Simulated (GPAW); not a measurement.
# CdS (Greenockite) (P6_3mc) in GPAW: further runs

One crystal, CdS (Greenockite), is run at these levels: PBE; tasks: G0W0 quasiparticle levels.

All numbers are computed with GPAW 26.7.0; they aren't measurements. Logs are shortened: lines on timing, memory, paths and dates and some standing lists are left out, and cuts for length are marked. The log counts tension as positive stress, the text compression.

**1. The structure**

Symmetry: P6_3mc, No. 186, hexagonal system. Conventional cell: a = 4.150 Å, b = 4.150 Å, c = 6.737 Å, α = 90.00°, β = 90.00°, γ = 120.00°. Around Cd (site symmetry 3m) lie 4 S at 2.53 to 2.54 Å. S (site symmetry 3m) has 4 Cd at 2.53 to 2.54 Å as nearest neighbours.

**2. G0W0 quasiparticle levels, PBE**

Contents of run.py:

```python
import json
import numpy as np
from ase import Atoms
from ase.dft.bandgap import bandgap
from ase.io import write
from gpaw import GPAW, PW
from gpaw.response.g0w0 import G0W0

atoms = Atoms(['Cd', 'Cd', 'S', 'S'],
              cell=[[4.15, 0.0, 0.0],
                    [-2.075, 3.5940054257, 0.0],
                    [0.0, 0.0, 6.737]],
              scaled_positions=[[0.6666666667, 0.3333333333, 0.5],
                                [0.3333333333, 0.6666666667, 0.0],
                                [0.6666666667, 0.3333333333, 0.875],
                                [0.3333333333, 0.6666666667, 0.375]],
              pbc=True)

calc = GPAW(mode=PW(500),
            xc='PBE',
            kpts={'size': (3, 3, 2), 'gamma': True},
            occupations={'name': 'fermi-dirac', 'width': 0.001},
            setups={'S': 'v3'},
            nbands=-13,
            convergence={'density': 1e-06},
            maxiter=150,
            txt='gpaw.txt')
atoms.calc = calc
energy = atoms.get_potential_energy()
calc.write('gs.gpw')
write('result.traj', atoms)
print(f'Energy: {energy:.6f} eV')
print('Fermi level:', round(calc.get_fermi_level(), 4), 'eV')
print(f'Gap: {bandgap(calc)[0]:.4f} eV, direct: {bandgap(calc, direct=True)[0]:.4f} eV')

calc.diagonalize_full_hamiltonian(nbands=423)
calc.write('full.gpw', mode='all')

ibz = calc.get_ibz_k_points()
gap, vbm, cbm = bandgap(calc, output=None)
gap, direct, _ = bandgap(calc, direct=True, output=None)
gamma = int(np.abs(ibz).sum(1).argmin())
kpts = sorted({gamma, vbm[1], cbm[1], direct[1]})
gw = G0W0(calc='full.gpw',
          filename='gw',
          ecut=150,
          ecut_extrapolation=True,
          relbands=(-1, 1),
          kpts=kpts,
          integrate_gamma='WS',
          ppa=True)
gw.calculate()
results = {mode: {key: np.asarray(r[key]).tolist() for key in ['f', 'eps', 'vxc', 'exx', 'sigma', 'Z', 'qp', 'sigma_eskn']}
           for mode, r in gw.all_results.items()}
json.dump({'kpts': ibz[kpts].tolist(), 'results': results}, open('gw.json', 'w'))
for mode, r in results.items():
    f, qp = np.array(r['f']), np.array(r['qp'])
    print(mode, 'quasiparticle energies (eV):')
    print(qp.round(3))
    print(mode, 'gap:', round(qp[f < 0.5].min() - qp[f > 0.5].max(), 4), 'eV')
```

Potentials or basis: GPAW PAW data sets (gpaw-data 1.2.1), newer versions, pw.

Run with:

```
OMP_NUM_THREADS=1 python run.py
```

gpaw.txt:

```text
__  _  _
 | _ |_)|_||  |
 |__||  | ||/\| - 26.7.0

Input parameters:
  mode=PW(ecut=500.0),
  convergence={'density': 1e-06},
  kpts=MonkhorstPack(size=(3, 3, 2), gamma=True),
  maxiter=150,
  nbands=-13,
  occupations=Occupations(name='fermi-dirac', width=0.001),
  setups={'S': 'v3'},
  xc=XC(name='PBE')

Diagonalizing LCAO Hamiltonian
Converting LCAO to pw mode

            S

            Cd
        S

        Cd

Atoms  # Å, Bohr magnetons
|   | symbol |         x |        y |        z |    initial magnetic moments |
|---|--------|-----------|----------|----------|-----------------------------|
| 0 |     Cd |  2.075000 | 1.198002 | 3.368500 | ( 0.0000,  0.0000,  0.0000) |
| 1 |     Cd | -0.000000 | 2.396004 | 0.000000 | ( 0.0000,  0.0000,  0.0000) |
| 2 |      S |  2.075000 | 1.198002 | 5.894875 | ( 0.0000,  0.0000,  0.0000) |
| 3 |      S | -0.000000 | 2.396004 | 2.526375 | ( 0.0000,  0.0000,  0.0000) |

Unit cell  # Å
| periodic |         x |        y |        z |  lengths |     angles |
|----------|-----------|----------|----------|----------|------------|
|      yes |  4.150000 | 0.000000 | 0.000000 | 4.150000 |  90.000000 |
|      yes | -2.075000 | 3.594005 | 0.000000 | 4.150000 |  90.000000 |
|      yes |  0.000000 | 0.000000 | 6.737000 | 6.737000 | 120.000000 |

Number of symmetries: 6
Symmetry operations  # r_c * U_cc + t_c -> r_c
|   | kind |            matrix            |
|---|------|------------------------------|
| 0 |  σ   |  1, 1, 0,  0,-1, 0,  0, 0, 1 |
| 1 |  E   |  1, 0, 0,  0, 1, 0,  0, 0, 1 |
| 2 |  C3  |  0, 1, 0, -1,-1, 0,  0, 0, 1 |
| 3 |  σ   |  0,-1, 0, -1, 0, 0,  0, 0, 1 |
| 4 |  σ   | -1, 0, 0,  1, 1, 0,  0, 0, 1 |
| 5 |  C3  | -1,-1, 0,  1, 0, 0,  0, 0, 1 |

BZ-sampling:
  Number of BZ points: 18
  Number of IBZ points: 6

  Monkhorst-Pack size: [3, 3, 2]
  Monkhorst-Pack shift: [0.0, 0.0, 0.25]

K-points  # in reciprocal-cell coordinates
|   |                                coordinates |     weight |
|---|--------------------------------------------|------------|
| 0 | (  0.00000000,   0.00000000,   0.00000000) | 0.05555556 |
| 1 | (  0.00000000,   0.00000000,   0.50000000) | 0.05555556 |
| 2 | (  0.33333333,   0.00000000,   0.00000000) | 0.33333333 |
| 3 | (  0.33333333,   0.00000000,   0.50000000) | 0.33333333 |
| 4 | (  0.33333333,   0.33333333,   0.00000000) | 0.11111111 |
| 5 | (  0.33333333,   0.33333333,   0.50000000) | 0.11111111 |

Plane wave coefficients: 2559
Cutoff: 500.0 eV

Spin-components: 1 (collinear spins)
Bands:           31
Projectors:      22
Spin-degeneracy: 2
Datatype:        complex128

Density:
  Valence electrons: 36.0
  Components: 1
  Grid points: [24 24 35]
  Charge: 0.0  # |e|

Potential:
  Grid points: [24 24 35]

species:
  Cd:
    name:    Cadmium
    Z:       48.0
    valence: 12
    core:    36
    charge:  0.0  # [|e|]
    compensation charges:
      type: gauss
      rc: 0.38  # [Å]
      lmax: 2
    cutoffs:
      filter: 2.12  # [Å]
      core: 2.62  # [Å]
    projectors
    | kind |    occ | energy [eV] | rcut [Å] |
    |------|--------|-------------|----------|
    |   5s |  2.000 |      -5.655 |    1.191 |
    |   5p |  0.000 |      -1.186 |    1.228 |
    |   4d | 10.000 |     -11.739 |    1.164 |
    |    s |        |      21.556 |    1.191 |
    |    p |        |      26.026 |    1.228 |
    |    d |        |      15.473 |    1.164 |

    Using partial waves for Cd as LCAO basis

  S:
    name:    Sulfur
    Z:       16.0
    valence: 6
    core:    10
    charge:  0.0  # [|e|]
    compensation charges:
      type: gauss
      rc: 0.26  # [Å]
      lmax: 2
    cutoffs:
      filter: 2.13  # [Å]
      core: 1.67  # [Å]
    projectors
    | kind |    occ | energy [eV] | rcut [Å] |
    |------|--------|-------------|----------|
    |   3s |  2.000 |     -17.256 |    1.217 |
    |   3p |  4.000 |      -7.009 |    0.953 |
    |    s |        |       9.955 |    1.217 |
    |    p |        |      20.203 |    0.953 |
    |    d |        |       0.000 |    0.847 |

    Using partial waves for S as LCAO basis

Reference energy: -326063.279002  # eV

eigensolver:
  PPCG
  Converge bands: occupied
  niter=2

density mixing:
  MSR1-Mixer
  Pratt-step length: 0.05
  Maximum mixing coefficient: 0.75
  Old densities: 10
  SVD Regularization: 0.005
  Good broyden scale: 1.0
  Trust region scale: 1.0
  Backstep threshold: 4.0
  History deletion threshold: 6.0
  Fourier metric: weight=20.0, sigma=0.015

occupation numbers:
  Fermi-Dirac:
    width: 0.0010  # eV

poisson solver:
  ecut: 4000.0  # eV

xc functional:
  name: PBE with 2 nearest neighbor stencil

convergence criteria:
- Maximum integral of absolute [dens]ity change: 1e-06 electrons / valence electron
- Maximum [total energy] change in last 3 cyles: 0.0005 eV / valence electron
- Maximum integral of absolute [eigenst]ate change: 4e-08 eV^2 / valence electron
maximum number of iterations: 150

SCF iterations
|iter     | |      energy | eigst |  dens |
|---------|-|-------------|-------|-------|
|iter:   1| |  -13.526141 | -0.47 |       |
|iter:   2| |  -13.293316 | -1.93 | -1.11 |
|iter:   3| |  -12.457014 | -1.33 | -1.15 |
|iter:   4| |  -12.453618 | -3.10 | -1.71 |
|iter:   5| |  -12.452940c| -3.60 | -2.14 |
|iter:   6| |  -12.453043c| -4.89 | -2.85 |
|iter:   7| |  -12.453056c| -6.02 | -3.49 |
|iter:   8| |  -12.453055c| -6.89 | -4.03 |
|iter:   9| |  -12.453055c| -7.51c| -4.76 |
|iter:  10| |  -12.453055c| -7.99c| -5.22 |
|iter:  11| |  -12.453055c| -8.47c| -5.51 |
|iter:  12| |  -12.453055c| -8.86c| -6.24c|

Converged in 12 steps
Energy contributions relative to reference atoms: (reference = -326063.279002)

Energy contributions:
  Kinetic:          38.186325
  Coulomb:         -34.036867
  Zero:              0.090143
  External:          0.000000
  Xc:              -16.692657
  Entropy:          -0.000000
  Spinorbit:         0.000000
  ----------------------------
  Free energy:     -12.453055
  Extrapolated:    -12.453055

dipole moment: (-0.000003, -0.000019, -18.968282)  # |e|*Ang

Fermi level: 3.588
Eigenvalues  # (at kpt = [0.000, 0.000, 0.000])
| band index |      eig [eV] | occ [0-2] |
|------------|---------------|-----------|
|          0 |        -8.829 |     2.000 |
|        ... |               |           |
|         10 |        -3.685 |     2.000 |
|         11 |        -3.348 |     2.000 |
|         12 |        -0.887 |     2.000 |
|         13 |         2.709 |     2.000 |
|         14 |         2.709 |     2.000 |
|         15 |         3.427 |     2.000 |
[... 8 lines left out ...]
|         24 |        10.981 |     0.000 |
|         25 |        11.135 |     0.000 |
|        ... |               |           |
|         30 |        14.974 |     0.000 |

Gap: 1.160 eV
Transition (v -> c):
  (s=0, k=0, n=17, [0.00, 0.00, 0.00]) -> (s=0, k=0, n=18, [0.00, 0.00, 0.00])
No difference between direct/indirect transitions
# Writing to gs.gpw (mode='')

Matrix size: 2559x2559
# Writing to full.gpw (mode='all')
```

It took 6.6 min on 1 thread of Intel Xeon Platinum 8375C at 2.90GHz (Ice Lake), shared host; peak memory 0.83 GiB.

These settings aren't checked as converged: the numbers below hold their error.

Results:

```yaml
Free_energy: -12.4531 eV
Band_gap_on_the_k_mesh_mean-field_level: 1.16 eV, direct
Quasiparticle_gap: 2.04 eV
Least_direct_quasiparticle_gap: 2.04 eV
```

Caveat: the k mesh is coarse (spacing up to 0.58 Å⁻¹), so the values aren't converged; the quasiparticle gap is taken among the few k points that were corrected; the long-wavelength limit can be off by several per cent where d states take part.

**3. G0W0 quasiparticle levels, PBE**

Edit run.py of step 2 so:

```diff
@@ -21,3 +21,3 @@
             kpts={'size': (3, 3, 2), 'gamma': True},
-            occupations={'name': 'fermi-dirac', 'width': 0.001},
+            occupations={'name': 'fermi-dirac', 'width': 0.05},
             setups={'S': 'v3'},
@@ -25,3 +25,3 @@
             convergence={'density': 1e-06},
-            maxiter=150,
+            maxiter=100,
             txt='gpaw.txt')
@@ -35,3 +35,3 @@
 
-calc.diagonalize_full_hamiltonian(nbands=423)
+calc.diagonalize_full_hamiltonian(nbands=167)
 calc.write('full.gpw', mode='all')
@@ -45,8 +45,10 @@
           filename='gw',
-          ecut=150,
-          ecut_extrapolation=True,
-          relbands=(-1, 1),
+          ecut=80,
+          ecut_extrapolation=False,
+          relbands=(-2, 2),
           kpts=kpts,
-          integrate_gamma='WS',
-          ppa=True)
+          integrate_gamma='reciprocal',
+          nbands=163,
+          frequencies={'type': 'nonlinear', 'domega0': 0.05, 'omega2': 5},
+          eta=0.3)
 gw.calculate()
```

Potentials or basis: GPAW PAW data sets (gpaw-data 1.2.1), newer versions, pw.

Run with:

```
OMP_NUM_THREADS=1 python run.py
```

gpaw.txt:

```text
__  _  _
 | _ |_)|_||  |
 |__||  | ||/\| - 26.7.0

Input parameters:
  mode=PW(ecut=500.0),
  convergence={'density': 1e-06},
  kpts=MonkhorstPack(size=(3, 3, 2), gamma=True),
  maxiter=100,
  nbands=-13,
  occupations=Occupations(name='fermi-dirac', width=0.05),
  setups={'S': 'v3'},
  xc=XC(name='PBE')

Diagonalizing LCAO Hamiltonian
Converting LCAO to pw mode

            S

            Cd
        S

        Cd

Atoms  # Å, Bohr magnetons
|   | symbol |         x |        y |        z |    initial magnetic moments |
|---|--------|-----------|----------|----------|-----------------------------|
| 0 |     Cd |  2.075000 | 1.198002 | 3.368500 | ( 0.0000,  0.0000,  0.0000) |
| 1 |     Cd | -0.000000 | 2.396004 | 0.000000 | ( 0.0000,  0.0000,  0.0000) |
| 2 |      S |  2.075000 | 1.198002 | 5.894875 | ( 0.0000,  0.0000,  0.0000) |
| 3 |      S | -0.000000 | 2.396004 | 2.526375 | ( 0.0000,  0.0000,  0.0000) |

Unit cell  # Å
| periodic |         x |        y |        z |  lengths |     angles |
|----------|-----------|----------|----------|----------|------------|
|      yes |  4.150000 | 0.000000 | 0.000000 | 4.150000 |  90.000000 |
|      yes | -2.075000 | 3.594005 | 0.000000 | 4.150000 |  90.000000 |
|      yes |  0.000000 | 0.000000 | 6.737000 | 6.737000 | 120.000000 |

Number of symmetries: 6
Symmetry operations  # r_c * U_cc + t_c -> r_c
|   | kind |            matrix            |
|---|------|------------------------------|
| 0 |  σ   |  1, 1, 0,  0,-1, 0,  0, 0, 1 |
| 1 |  E   |  1, 0, 0,  0, 1, 0,  0, 0, 1 |
| 2 |  C3  |  0, 1, 0, -1,-1, 0,  0, 0, 1 |
| 3 |  σ   |  0,-1, 0, -1, 0, 0,  0, 0, 1 |
| 4 |  σ   | -1, 0, 0,  1, 1, 0,  0, 0, 1 |
| 5 |  C3  | -1,-1, 0,  1, 0, 0,  0, 0, 1 |

BZ-sampling:
  Number of BZ points: 18
  Number of IBZ points: 6

  Monkhorst-Pack size: [3, 3, 2]
  Monkhorst-Pack shift: [0.0, 0.0, 0.25]

K-points  # in reciprocal-cell coordinates
|   |                                coordinates |     weight |
|---|--------------------------------------------|------------|
| 0 | (  0.00000000,   0.00000000,   0.00000000) | 0.05555556 |
| 1 | (  0.00000000,   0.00000000,   0.50000000) | 0.05555556 |
| 2 | (  0.33333333,   0.00000000,   0.00000000) | 0.33333333 |
| 3 | (  0.33333333,   0.00000000,   0.50000000) | 0.33333333 |
| 4 | (  0.33333333,   0.33333333,   0.00000000) | 0.11111111 |
| 5 | (  0.33333333,   0.33333333,   0.50000000) | 0.11111111 |

Plane wave coefficients: 2559
Cutoff: 500.0 eV

Spin-components: 1 (collinear spins)
Bands:           31
Projectors:      22
Spin-degeneracy: 2
Datatype:        complex128

Density:
  Valence electrons: 36.0
  Components: 1
  Grid points: [24 24 35]
  Charge: 0.0  # |e|

Potential:
  Grid points: [24 24 35]

species:
  Cd:
    name:    Cadmium
    Z:       48.0
    valence: 12
    core:    36
    charge:  0.0  # [|e|]
    compensation charges:
      type: gauss
      rc: 0.38  # [Å]
      lmax: 2
    cutoffs:
      filter: 2.12  # [Å]
      core: 2.62  # [Å]
    projectors
    | kind |    occ | energy [eV] | rcut [Å] |
    |------|--------|-------------|----------|
    |   5s |  2.000 |      -5.655 |    1.191 |
    |   5p |  0.000 |      -1.186 |    1.228 |
    |   4d | 10.000 |     -11.739 |    1.164 |
    |    s |        |      21.556 |    1.191 |
    |    p |        |      26.026 |    1.228 |
    |    d |        |      15.473 |    1.164 |

    Using partial waves for Cd as LCAO basis

  S:
    name:    Sulfur
    Z:       16.0
    valence: 6
    core:    10
    charge:  0.0  # [|e|]
    compensation charges:
      type: gauss
      rc: 0.26  # [Å]
      lmax: 2
    cutoffs:
      filter: 2.13  # [Å]
      core: 1.67  # [Å]
    projectors
    | kind |    occ | energy [eV] | rcut [Å] |
    |------|--------|-------------|----------|
    |   3s |  2.000 |     -17.256 |    1.217 |
    |   3p |  4.000 |      -7.009 |    0.953 |
    |    s |        |       9.955 |    1.217 |
    |    p |        |      20.203 |    0.953 |
    |    d |        |       0.000 |    0.847 |

    Using partial waves for S as LCAO basis

Reference energy: -326063.279002  # eV

eigensolver:
  PPCG
  Converge bands: occupied
  niter=2

density mixing:
  MSR1-Mixer
  Pratt-step length: 0.05
  Maximum mixing coefficient: 0.75
  Old densities: 10
  SVD Regularization: 0.005
  Good broyden scale: 1.0
  Trust region scale: 1.0
  Backstep threshold: 4.0
  History deletion threshold: 6.0
  Fourier metric: weight=20.0, sigma=0.015

occupation numbers:
  Fermi-Dirac:
    width: 0.0500  # eV

poisson solver:
  ecut: 4000.0  # eV

xc functional:
  name: PBE with 2 nearest neighbor stencil

convergence criteria:
- Maximum integral of absolute [dens]ity change: 1e-06 electrons / valence electron
- Maximum [total energy] change in last 3 cyles: 0.0005 eV / valence electron
- Maximum integral of absolute [eigenst]ate change: 4e-08 eV^2 / valence electron
maximum number of iterations: 100

SCF iterations
|iter     | |      energy | eigst |  dens |
|---------|-|-------------|-------|-------|
|iter:   1| |  -13.526141 | -0.47 |       |
|iter:   2| |  -13.293316 | -1.93 | -1.11 |
|iter:   3| |  -12.457013 | -1.33 | -1.15 |
|iter:   4| |  -12.453617 | -3.10 | -1.71 |
|iter:   5| |  -12.452939c| -3.60 | -2.14 |
|iter:   6| |  -12.453042c| -4.89 | -2.85 |
|iter:   7| |  -12.453055c| -6.02 | -3.49 |
|iter:   8| |  -12.453055c| -6.89 | -4.03 |
|iter:   9| |  -12.453055c| -7.51c| -4.76 |
|iter:  10| |  -12.453055c| -7.99c| -5.22 |
|iter:  11| |  -12.453055c| -8.47c| -5.51 |
|iter:  12| |  -12.453055c| -8.86c| -6.24c|

Converged in 12 steps
Energy contributions relative to reference atoms: (reference = -326063.279002)

Energy contributions:
  Kinetic:          38.186321
  Coulomb:         -34.036866
  Zero:              0.090143
  External:          0.000000
  Xc:              -16.692652
  Entropy:          -0.000002
  Spinorbit:         0.000000
  ----------------------------
  Free energy:     -12.453056
  Extrapolated:    -12.453055

dipole moment: (-0.000003, -0.000019, -18.968282)  # |e|*Ang

Fermi level: 4.078
Eigenvalues  # (at kpt = [0.000, 0.000, 0.000])
| band index |      eig [eV] | occ [0-2] |
|------------|---------------|-----------|
|          0 |        -8.829 |     2.000 |
|        ... |               |           |
|         10 |        -3.685 |     2.000 |
|         11 |        -3.348 |     2.000 |
|         12 |        -0.887 |     2.000 |
|         13 |         2.709 |     2.000 |
|         14 |         2.709 |     2.000 |
|         15 |         3.427 |     2.000 |
|         16 |         3.476 |     2.000 |
|         17 |         3.476 |     2.000 |
|         18 |         4.636 |     0.000 |
|         19 |         6.223 |     0.000 |
|         20 |         9.873 |     0.000 |
|         21 |         9.873 |     0.000 |
|         22 |        10.200 |     0.000 |
|         23 |        10.981 |     0.000 |
|         24 |        10.981 |     0.000 |
|         25 |        11.135 |     0.000 |
|        ... |               |           |
|         30 |        14.974 |     0.000 |

Gap: 1.160 eV
Transition (v -> c):
  (s=0, k=0, n=17, [0.00, 0.00, 0.00]) -> (s=0, k=0, n=18, [0.00, 0.00, 0.00])
No difference between direct/indirect transitions
# Writing to gs.gpw (mode='')

Matrix size: 2559x2559
# Writing to full.gpw (mode='all')
```

Wall time 2.6 min (1 thread of Intel Xeon Platinum 8375C at 2.90GHz (Ice Lake), shared host); peak memory 0.78 GiB.

These settings aren't checked as converged: the numbers below hold their error.

What came out:

```yaml
Free_energy: -12.4531 eV
Band_gap_on_the_k_mesh_mean-field_level: 1.16 eV, direct
Quasiparticle_gap: 1.96 eV
Least_direct_quasiparticle_gap: 1.96 eV
```

Caveat: the k mesh is coarse (spacing up to 0.58 Å⁻¹), so the values aren't converged; the quasiparticle gap is taken among the few k points that were corrected; on this mesh the treatment of q = 0 moves the result by about a tenth of an eV; the long-wavelength limit can be off by several per cent where d states take part.
